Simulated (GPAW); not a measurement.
Runs of GPAW 26.7.0 on Ta. The structure is cubic, space group Im-3m (No. 229). The conventional cell has a = 3.303 Å, b = 3.303 Å, c = 3.303 Å, α = 90.00°, β = 90.00°, γ = 90.00°. Ta (site symmetry m-3m) is surrounded by 8 Ta at 2.86 Å. 

```tsv
level	gap on the mesh (eV)	pressure (GPa)	relaxed volume (Å³/atom)
PBEsol	none	-0.1	17.66
PBEsol+D3	none	-0.1	(b)
PBEsol+D3(BJ)	none	0.0	17.10
PBEsol+D3(BJ)+ATM	none	-0.1	(a)
PBEsol+D4	none	-0.1	17.53
```

Alike in all rows: task relaxation of cell and atoms; potentials or basis PAW data sets generated in the run's folder for this functional, pw; no spin polarisation; cell relaxed; k mesh 11 × 11 × 11; cutoff (eV) 600; smearing fermi-dirac 0.05 eV.

Problem. Fill in the values left out.

Solution. (a) 17.22; (b) 17.19.

Caveats: later steps reuse the first step's grids; pairwise dispersion overbinds metals, which lowers pressure and volume (some runs).

A k mesh can miss the band edges, and the runs leave out spin-orbit coupling on Ta.

A gap of «none» marks a metal or a gap under the smearing width.
